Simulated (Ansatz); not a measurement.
# BN: how the settings move a single-point run

How sensitive is a single-point run of BN to its settings? A reference run comes first, then six runs with altered input. The cell is built on a prototype (CsCl type) and needn't be the phase found in nature.

Program: Ansatz 0.2.0. Level of theory: reference: DFT, PBE, plane waves, PAW. These are calculated values, not measurements.

4 further runs of the same task are left out: 1 for a known fault of the program, 3 that didn't finish.

### Step 1. The starting structure

Symmetry: Pm-3m, No. 221, cubic system. Conventional cell: a = 2.315 Å, b = 2.315 Å, c = 2.315 Å, α = 90.00°, β = 90.00°, γ = 90.00°. B (site symmetry m-3m) has 8 N at 2.00 Å as nearest neighbours. N (site symmetry m-3m) is surrounded by 8 B at 2.00 Å.

Coordinates:

```cif
data_structure
_symmetry_space_group_name_H-M 'Pm-3m'
_symmetry_Int_Tables_number 221
_cell_length_a 2.3148
_cell_length_b 2.3148
_cell_length_c 2.3148
_cell_angle_alpha 90.000
_cell_angle_beta 90.000
_cell_angle_gamma 90.000
_cell_volume 12.40
loop_
_atom_site_label
_atom_site_type_symbol
_atom_site_symmetry_multiplicity
_atom_site_Wyckoff_symbol
_atom_site_fract_x
_atom_site_fract_y
_atom_site_fract_z
_atom_site_occupancy
B1 B 1 a 0.00000 0.00000 0.00000 1
N1 N 1 b 0.50000 0.50000 0.50000 1
```

### Step 2. Reference

The input, input.yaml:

```yaml
crystal:
  lattice:
    - [2.3148041895, 0.0, 0.0]
    - [0.0, 2.3148041895, 0.0]
    - [0.0, 0.0, 2.3148041895]
  atoms:
    - { symbol: B, position: [0.0, 0.0, 0.0] }
    - { symbol: "N", position: [0.5, 0.5, 0.5] }
kpoints:
  mp_grid: { grid: [8, 8, 8] }
hamiltonian:
  xc: pbe
scf:
  occupations: { method: fermi_dirac, width: 0.02 }
  n_extra_bands: 4
output:
  forces: true
  stress: true
  eigenvalues: true
```

Started as:

```console
> ansatz run input.yaml --threads 4 --pin off --max-ram 3686MiB --backend cpu --events-out ev --progress --plain --runs-dir out
```

The log of the run (excerpt; [...] marks lines left out):

```text
Warning: RAYON_NUM_THREADS=4 ignored (pool sized by the plan → 4); use --threads N
scf.n_extra_bands = 4 over 4 filled bands (N_el = 8.0): the run solves 8 bands
[...]
Pseudopotentials: kind: paw
Pseudopotential: B, paw, valence charge 3, recommended cutoff 420 eV (normal), B.paw.azcp
Pseudopotential: N, paw, valence charge 5, recommended cutoff 420 eV (normal), N.paw.azcp
Functional definition: PBE
[...]
Crystal: 2 atoms, lattice volume = 12.403 Å³
Basis set: ecut = 420 eV, 251 PW (Γ), exchange–correlation on 32×32×32 points (8 copies of the dense FFT grid, shifted against one another)
Bands: 8, of which v1, the nominal top of the filled ones, is band 4 counted from 1 (3 counted from 0)
Symmetry: 48 space group operations
Space group: Pm-3m (ITA 221), of the structure as read, at distance tolerance 2.3e-5 Å
k-points: 35 of 512
[...]
SCF iter   1: F=—  HF=-534.856081 eV  |F-HF|=—  |Δ(HF+E_count)|=         —  Δρ=6.75e-3  dr2=5.62e-3  ethr=1.77e-3  ⟨swp⟩=4.5  Hψ=1749  notcnv=0
[...]
SCF iter   6: F=-534.854786 eV  HF=-534.854786 eV  |F-HF|=1.16e-11  |Δ(HF+E_count)|=  7.49e-11  Δρ=3.97e-7  dr2=1.52e-11  ethr=1.87e-11  ⟨swp⟩=1.2  Hψ=747  notcnv=0
[...]
SCF converged after 6 iterations
Free energy (F): -534.854786 eV
[...]
E sigma→0 (E₀):  -534.854358 eV
Entropy (-TS):   -0.000855 eV (-0.428 meV/atom)
Fermi energy:    12.840521 eV
[...]
--- Forces (eV/Å), atoms counted from 1 ---
  atom   1  B     -0.00000000     0.00000000     0.00000000
  atom   2  N      0.00000000    -0.00000000     0.00000000
[...]
--- Stress (GPa, compression-positive) ---
        1.668531       0.000000      -0.000000
        0.000000       1.668531       0.000000
        0.000000       0.000000       1.668531
  P = ⅓ Tr σ = 1.6685 GPa (16.685 kbar)
--- Band table (eV; the first three rows and the last of 35) ---
  k-point 0: bands = ["-8.4853", "10.6046", "10.6046", "10.6046", "14.2819", "23.7698", "23.7698", "23.7698"]
[...]
```

Run time: 0.24 s. Hardware: 4 threads of Arm Neoverse V1, shared host; peak memory 0.24 GiB.

### Step 3. Variant: occupations.method cold, occupations.width 0.2

input.yaml: that of step 2 with these lines changed.

```diff
@@ -13,3 +13,3 @@
 scf:
-  occupations: { method: fermi_dirac, width: 0.02 }
+  occupations: { method: cold, width: 0.2 }
   n_extra_bands: 4
```

Started as:

```console
> ansatz run input.yaml --threads 4 --pin off --max-ram 3686MiB --backend cpu --events-out ev --progress --plain --runs-dir out
```

The log of the run (excerpt; [...] marks lines left out):

```text
Warning: RAYON_NUM_THREADS=4 ignored (pool sized by the plan → 4); use --threads N
scf.n_extra_bands = 4 over 4 filled bands (N_el = 8.0): the run solves 8 bands
[...]
[... 4 set-up lines as earlier in the session ...]
[...]
Crystal: 2 atoms, lattice volume = 12.403 Å³
Basis set: ecut = 420 eV, 251 PW (Γ), exchange–correlation on 32×32×32 points (8 copies of the dense FFT grid, shifted against one another)
Bands: 8, of which v1, the nominal top of the filled ones, is band 4 counted from 1 (3 counted from 0)
[... 2 set-up lines as earlier in the session ...]
k-points: 35 of 512
[...]
SCF converged after 5 iterations
Stability not checked: this state was not tested for a lower state beside it, because cold or Methfessel-Paxton smearing, or corrected tetrahedra, fill the levels in a way that the test cannot read (fill_not_monotonic; see scf.lower_state_search)
Free energy (F): -534.855494 eV
[...]
E sigma→0 (E₀):  -534.853497 eV
Entropy (-TS):   -0.005990 eV (-2.995 meV/atom)
Fermi energy:    12.809575 eV
[...]
--- Forces (eV/Å), atoms counted from 1 ---
  atom   1  B      0.00000000    -0.00000000    -0.00000000
  atom   2  N      0.00000000    -0.00000000     0.00000000
[...]
--- Stress (GPa, compression-positive) ---
        1.651316       0.000000       0.000000
       -0.000000       1.651316       0.000000
        0.000000      -0.000000       1.651316
  P = ⅓ Tr σ = 1.6513 GPa (16.513 kbar)
--- Band table (eV; the first three rows and the last of 35) ---
  k-point 0: bands = ["-8.4894", "10.5986", "10.5986", "10.5986", "14.2799", "23.7711", "23.7711", "23.7711"]
[...]
```

Wall time 0.23 s (4 threads of Arm Neoverse V1, shared host); peak memory 0.24 GiB.

Changing the smearing hardly moves the energy: +0.4 meV/atom. Cost: 5 SCF cycles against 6.

### Step 4. Changed: preconditioner kerker

input.yaml: that of step 2 with these lines changed.

```diff
@@ -15,2 +15,3 @@
   n_extra_bands: 4
+  mixing: { preconditioner: kerker }
 output:
```

Started as:

```console
> ansatz run input.yaml --threads 4 --pin off --max-ram 3686MiB --backend cpu --events-out ev --progress --plain --runs-dir out
```

The log of the run (excerpt; [...] marks lines left out):

```text
Warning: RAYON_NUM_THREADS=4 ignored (pool sized by the plan → 4); use --threads N
scf.n_extra_bands = 4 over 4 filled bands (N_el = 8.0): the run solves 8 bands
[...]
[... 4 set-up lines as earlier in the session ...]
[...]
Crystal: 2 atoms, lattice volume = 12.403 Å³
Basis set: ecut = 420 eV, 251 PW (Γ), exchange–correlation on 32×32×32 points (8 copies of the dense FFT grid, shifted against one another)
Bands: 8, of which v1, the nominal top of the filled ones, is band 4 counted from 1 (3 counted from 0)
[... 2 set-up lines as earlier in the session ...]
k-points: 35 of 512
[...]
SCF iter   1: F=—  HF=-534.856081 eV  |F-HF|=—  |Δ(HF+E_count)|=         —  Δρ=6.75e-3  dr2=5.62e-3  ethr=1.77e-3  ⟨swp⟩=4.5  Hψ=1749  notcnv=0
[...]
SCF iter   6: F=-534.854786 eV  HF=-534.854786 eV  |F-HF|=1.22e-11  |Δ(HF+E_count)|=  2.25e-10  Δρ=1.04e-6  dr2=5.13e-11  ethr=1.71e-11  ⟨swp⟩=1.9  Hψ=775  notcnv=0
[...]
SCF converged after 6 iterations
Free energy (F): -534.854786 eV
[...]
E sigma→0 (E₀):  -534.854358 eV
Entropy (-TS):   -0.000855 eV (-0.428 meV/atom)
Fermi energy:    12.840528 eV
[...]
--- Forces (eV/Å), atoms counted from 1 ---
  atom   1  B     -0.00000000     0.00000000     0.00000000
  atom   2  N      0.00000000     0.00000000    -0.00000000
[...]
--- Stress (GPa, compression-positive) ---
        1.668611       0.000000      -0.000000
       -0.000000       1.668611       0.000000
        0.000000       0.000000       1.668611
  P = ⅓ Tr σ = 1.6686 GPa (16.686 kbar)
--- Band table (eV; the first three rows and the last of 35) ---
  k-point 0: bands = ["-8.4853", "10.6046", "10.6046", "10.6046", "14.2819", "23.7698", "23.7698", "23.7698"]
[...]
```

Run time: 0.23 s. Hardware: 4 threads of Arm Neoverse V1, shared host; peak memory 0.24 GiB.

Energy and cycle count are those of the reference, so the change (mixing) left the result and the number of cycles as they were.

### Step 5. Changing settings: ecutwfc 750

input.yaml: that of step 2 with these lines changed.

```diff
@@ -19 +19,3 @@
   eigenvalues: true
+basis:
+  ecutwfc: 750
```

Started as:

```console
> ansatz run input.yaml --threads 4 --pin off --max-ram 3686MiB --backend cpu --events-out ev --progress --plain --runs-dir out
```

The log of the run (excerpt; [...] marks lines left out):

```text
Warning: RAYON_NUM_THREADS=4 ignored (pool sized by the plan → 4); use --threads N
scf.n_extra_bands = 4 over 4 filled bands (N_el = 8.0): the run solves 8 bands
[...]
[... 4 set-up lines as earlier in the session ...]
[...]
Crystal: 2 atoms, lattice volume = 12.403 Å³
Basis set: ecut = 750 eV, 587 PW (Γ), exchange–correlation on 48×48×48 points (8 copies of the dense FFT grid, shifted against one another)
Bands: 8, of which v1, the nominal top of the filled ones, is band 4 counted from 1 (3 counted from 0)
[... 2 set-up lines as earlier in the session ...]
k-points: 35 of 512
[...]
SCF iter   1: F=—  HF=-534.860972 eV  |F-HF|=—  |Δ(HF+E_count)|=         —  Δρ=6.65e-3  dr2=5.50e-3  ethr=1.77e-3  ⟨swp⟩=4.8  Hψ=1776  notcnv=0
[...]
SCF iter   6: F=-534.859799 eV  HF=-534.859799 eV  |F-HF|=6.37e-12  |Δ(HF+E_count)|=  1.20e-10  Δρ=3.07e-7  dr2=8.69e-12  ethr=1.41e-11  ⟨swp⟩=1.1  Hψ=744  notcnv=0
[...]
SCF converged after 6 iterations
Free energy (F): -534.859799 eV
[...]
E sigma→0 (E₀):  -534.859371 eV
Entropy (-TS):   -0.000855 eV (-0.428 meV/atom)
Fermi energy:    12.840662 eV
[...]
--- Forces (eV/Å), atoms counted from 1 ---
  atom   1  B     -0.00000000     0.00000000     0.00000000
  atom   2  N      0.00000000     0.00000000    -0.00000000
[...]
--- Stress (GPa, compression-positive) ---
        1.714821       0.000000      -0.000000
       -0.000000       1.714821       0.000000
        0.000000       0.000000       1.714821
  P = ⅓ Tr σ = 1.7148 GPa (17.148 kbar)
--- Band table (eV; the first three rows and the last of 35) ---
  k-point 0: bands = ["-8.4846", "10.6051", "10.6051", "10.6051", "14.2839", "23.7710", "23.7710", "23.7710"]
[...]
```

Run time: 0.31 s. Hardware: 4 threads of Arm Neoverse V1, shared host; peak memory 0.26 GiB.

Changing the cutoff moves the energy by -2.5 meV/atom. More plane waves (750 against 420 eV) lower the energy, so the reference carries about that much basis error.

### Step 6. Variant: accuracy high

input.yaml: that of step 2 with these lines changed.

```diff
@@ -19 +19,2 @@
   eigenvalues: true
+accuracy: high
```

Started as:

```console
> ansatz run input.yaml --threads 4 --pin off --max-ram 3686MiB --backend cpu --events-out ev --progress --plain --runs-dir out
```

The log of the run (excerpt; [...] marks lines left out):

```text
Warning: RAYON_NUM_THREADS=4 ignored (pool sized by the plan → 4); use --threads N
scf.n_extra_bands = 4 over 4 filled bands (N_el = 8.0): the run solves 8 bands
[...]
[... 4 set-up lines as earlier in the session ...]
[...]
Crystal: 2 atoms, lattice volume = 12.403 Å³
Basis set: ecut = 420 eV, 251 PW (Γ), exchange–correlation on 36×36×36 points (8 copies of the dense FFT grid, shifted against one another)
Bands: 8, of which v1, the nominal top of the filled ones, is band 4 counted from 1 (3 counted from 0)
[... 2 set-up lines as earlier in the session ...]
k-points: 35 of 512
[...]
SCF iter   1: F=—  HF=-534.856056 eV  |F-HF|=—  |Δ(HF+E_count)|=         —  Δρ=6.75e-3  dr2=5.62e-3  ethr=1.77e-3  ⟨swp⟩=4.5  Hψ=1751  notcnv=0
[...]
SCF iter   6: F=-534.854786 eV  HF=-534.854786 eV  |F-HF|=7.73e-12  |Δ(HF+E_count)|=  6.76e-11  Δρ=3.18e-7  dr2=1.00e-11  ethr=1.68e-11  ⟨swp⟩=1.2  Hψ=743  notcnv=0
[...]
SCF converged after 6 iterations
Free energy (F): -534.854786 eV
[...]
E sigma→0 (E₀):  -534.854358 eV
Entropy (-TS):   -0.000855 eV (-0.428 meV/atom)
Fermi energy:    12.840521 eV
[...]
--- Forces (eV/Å), atoms counted from 1 ---
  atom   1  B     -0.00000000     0.00000000    -0.00000000
  atom   2  N      0.00000000    -0.00000000     0.00000000
[...]
--- Stress (GPa, compression-positive) ---
        1.668536       0.000000       0.000000
        0.000000       1.668536       0.000000
       -0.000000       0.000000       1.668536
  P = ⅓ Tr σ = 1.6685 GPa (16.685 kbar)
--- Band table (eV; the first three rows and the last of 35) ---
  k-point 0: bands = ["-8.4853", "10.6046", "10.6046", "10.6046", "14.2819", "23.7698", "23.7698", "23.7698"]
[...]
```

Run time: 0.27 s. Hardware: 4 threads of Arm Neoverse V1, shared host; peak memory 0.24 GiB.

Changing the accuracy level hardly moves the energy: 0.0 meV/atom.

### Step 7. Changing settings: dr2_threshold 1.0e-12

input.yaml: that of step 2 with these lines changed.

```diff
@@ -15,2 +15,4 @@
   n_extra_bands: 4
+  convergence: { dr2_threshold: 1.0e-12 }
+  max_iter: 75
 output:
```

Started as:

```console
> ansatz run input.yaml --threads 4 --pin off --max-ram 3686MiB --backend cpu --events-out ev --progress --plain --runs-dir out
```

The log of the run (excerpt; [...] marks lines left out):

```text
Warning: RAYON_NUM_THREADS=4 ignored (pool sized by the plan → 4); use --threads N
scf.n_extra_bands = 4 over 4 filled bands (N_el = 8.0): the run solves 8 bands
[...]
[... 4 set-up lines as earlier in the session ...]
[...]
Crystal: 2 atoms, lattice volume = 12.403 Å³
Basis set: ecut = 420 eV, 251 PW (Γ), exchange–correlation on 32×32×32 points (8 copies of the dense FFT grid, shifted against one another)
Bands: 8, of which v1, the nominal top of the filled ones, is band 4 counted from 1 (3 counted from 0)
[... 2 set-up lines as earlier in the session ...]
k-points: 35 of 512
[...]
SCF iter   1: F=—  HF=-534.856081 eV  |F-HF|=—  |Δ(HF+E_count)|=         —  Δρ=6.75e-3  dr2=5.62e-3  ethr=1.77e-3  ⟨swp⟩=4.5  Hψ=1749  notcnv=0
[...]
SCF iter   7: F=-534.854786 eV  HF=-534.854786 eV  |F-HF|=1.14e-13  |Δ(HF+E_count)|=  3.75e-12  Δρ=2.99e-8  dr2=6.99e-14  ethr=1.00e-12  ⟨swp⟩=4.2  Hψ=874  notcnv=0
[...]
SCF converged after 7 iterations
Free energy (F): -534.854786 eV
[...]
E sigma→0 (E₀):  -534.854358 eV
Entropy (-TS):   -0.000855 eV (-0.428 meV/atom)
Fermi energy:    12.840524 eV
[...]
--- Forces (eV/Å), atoms counted from 1 ---
  atom   1  B     -0.00000000    -0.00000000    -0.00000000
  atom   2  N      0.00000000    -0.00000000     0.00000000
[...]
--- Stress (GPa, compression-positive) ---
        1.668553       0.000000      -0.000000
       -0.000000       1.668553       0.000000
        0.000000       0.000000       1.668553
  P = ⅓ Tr σ = 1.6686 GPa (16.686 kbar)
--- Band table (eV; the first three rows and the last of 35) ---
  k-point 0: bands = ["-8.4853", "10.6046", "10.6046", "10.6046", "14.2819", "23.7698", "23.7698", "23.7698"]
[...]
```

Wall time 0.24 s (4 threads of Arm Neoverse V1, shared host); peak memory 0.24 GiB.

Same state: the changed convergence setting leaves the energy within 0.5 meV/atom. Cost: 7 SCF cycles against 6.

### Step 8. Changed: ecutwfc 200

input.yaml: that of step 2 with these lines changed.

```diff
@@ -19 +19,3 @@
   eigenvalues: true
+basis:
+  ecutwfc: 200
```

Started as:

```console
> ansatz run input.yaml --threads 4 --pin off --max-ram 3686MiB --backend cpu --events-out ev --progress --plain --runs-dir out
```

The log of the run (excerpt; [...] marks lines left out):

```text
Warning: basis.ecutwfc = 200 eV is below the records' recommended 420 eV, and the density's cutoff is lower with it unless basis.ecutrho_ratio is high enough to keep the records' density cutoff: compare with a run at a higher cutoff
Warning: RAYON_NUM_THREADS=4 ignored (pool sized by the plan → 4); use --threads N
scf.n_extra_bands = 4 over 4 filled bands (N_el = 8.0): the run solves 8 bands
[...]
[... 4 set-up lines as earlier in the session ...]
[...]
Crystal: 2 atoms, lattice volume = 12.403 Å³
Basis set: ecut = 200 eV, 81 PW (Γ), exchange–correlation on 24×24×24 points (8 copies of the dense FFT grid, shifted against one another)
Bands: 8, of which v1, the nominal top of the filled ones, is band 4 counted from 1 (3 counted from 0)
[... 2 set-up lines as earlier in the session ...]
k-points: 35 of 512
[...]
SCF iter   1: F=—  HF=-531.820267 eV  |F-HF|=—  |Δ(HF+E_count)|=         —  Δρ=1.05e-1  dr2=9.02e-1  ethr=1.77e-3  ⟨swp⟩=4.2  Hψ=1629  notcnv=0
[...]
SCF iter   7: F=-531.592325 eV  HF=-531.592325 eV  |F-HF|=3.02e-8  |Δ(HF+E_count)|=  6.03e-10  Δρ=1.92e-5  dr2=4.57e-8  ethr=1.25e-9  ⟨swp⟩=3.7  Hψ=868  notcnv=0
[...]
SCF converged after 7 iterations
Free energy (F): -531.592325 eV
[...]
E sigma→0 (E₀):  -531.591928 eV
Entropy (-TS):   -0.000796 eV (-0.398 meV/atom)
Fermi energy:    13.111338 eV
[...]
--- Forces (eV/Å), atoms counted from 1 ---
  atom   1  B     -0.00000000     0.00000000     0.00000000
  atom   2  N      0.00000000     0.00000000     0.00000000
[...]
--- Stress (GPa, compression-positive) ---
      -24.887171       0.000000       0.000000
       -0.000000     -24.887171       0.000000
       -0.000000       0.000000     -24.887171
  P = ⅓ Tr σ = -24.8872 GPa (-248.872 kbar)
--- Band table (eV; the first three rows and the last of 35) ---
  k-point 0: bands = ["-8.7698", "10.8042", "10.8042", "10.8042", "13.9163", "24.3545", "24.3545", "24.3545"]
[...]
```

Wall time 0.2 s (4 threads of Arm Neoverse V1, shared host); peak memory 0.23 GiB.

Changing the cutoff moves the energy by +1.63 eV/atom, and the pressure goes from 1.7 to -24.9 GPa. The lower cutoff gives the higher energy: the smaller basis describes the state less well. The log warns that the cutoff is under what these potentials recommend, so the shift is basis error.

### Step 9. All runs together

```csv
run,ending,energy change,pressure (GPa),gap (eV),force (eV/Å),cycles,time
reference,converged,0,1.7,0.00,0.00,6,0.24 s
"1: occupations.method cold, occupations.width 0.2",converged,+0.4 meV/atom (σ→0),1.7,0.00,0.00,5,0.23 s
2: preconditioner kerker,converged,0.0 meV/atom,1.7,0.00,0.00,6,0.23 s
3: ecutwfc 750,converged,-2.5 meV/atom,1.7,0.00,0.00,6,0.31 s
4: accuracy high,converged,0.0 meV/atom,1.7,0.00,0.00,6,0.27 s
5: dr2_threshold 1.0e-12,converged,0.0 meV/atom,1.7,0.00,0.00,7,0.24 s
6: ecutwfc 200,converged,+1.63 eV/atom,-24.9,0.00,0.00,7,0.2 s
```

Residual by cycle in the longest SCF loop of each run; runs are numbered as in the table. The quantity is the density residual dr2, in eV.

```csv
cycle,reference,run 1,run 2,run 3,run 4,run 5,run 6
1,0.00562,0.00889,0.00562,0.0055,0.00562,0.00562,0.902
2,0.00128,0.00206,6.5e-5,0.00124,0.00128,0.00128,0.274
3,3.3e-6,1.5e-6,1.6e-5,2.9e-6,3.2e-6,3.3e-6,0.0039
4,7.9e-8,2.3e-7,7.5e-8,6.1e-8,7.4e-8,7.9e-8,4.9e-4
5,1.5e-9,3.6e-9,1.4e-9,1.1e-9,1.3e-9,1.5e-9,6.1e-6
6,1.5e-11,-,5.1e-11,8.7e-12,1.0e-11,1.5e-11,1.2e-7
7,-,-,-,-,-,7.0e-14,4.6e-8
```

Run 6 ran under the cutoff that the potentials recommend, as the log warns, so basis error is mixed into its values, and swamps them where the cutoff is far short.
